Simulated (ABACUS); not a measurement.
**NiO in ABACUS: the effect of exact exchange share**

The system is NiO.

```xyz
2
Lattice="0.0000 2.0859 2.0859 2.0859 0.0000 2.0859 2.0859 2.0859 0.0000" Properties=species:S:1:pos:R:3 pbc="T T T"
Ni    0.0000    0.0000    0.0000
O     2.0859    2.0859    2.0859
```

Alike in all runs:

| Property | Result |
| --- | --- |
| Program | ABACUS 3.10.1 |
| Task | single point |
| Potentials or basis | SG15 ONCV 1.2 PBE |
| Cutoff | 1361 eV |
| Density cutoff | 5442 eV |
| Basis | DZP LCAO (the cutoffs set its grid) |
| k mesh | 5 × 5 × 5 |
| Occupations | fermi-dirac, width 0.05 eV |
| Spin | collinear spin, ferromagnetic start |
| Starting moments | [1.0, 0.0] μB |

```tsv
exact exchange share	functional	gap on the mesh (eV)
0.1	PBE0-type (share 0.1)	0.82
0.25	PBE0-type (share 0.25)	?
0.4	PBE0-type (share 0.4)	5.40
```

Problem. What does the run with exact exchange share 0.25 give?

Solution. gap on the mesh 3.06 eV.

Caveats: all runs use coarse meshes; the atomic orbitals were generated for these runs and aren't a published set; gaps of hybrids in this basis differ from plane-wave ones by up to 0.1 eV; an odd mesh through Γ misses points on the zone boundary, where band edges often lie; the basis of atomic orbitals isn't converged, which shifts pressures, moduli and gaps; a cell with one magnetic atom can't hold antiferromagnetic order, which such compounds often take.
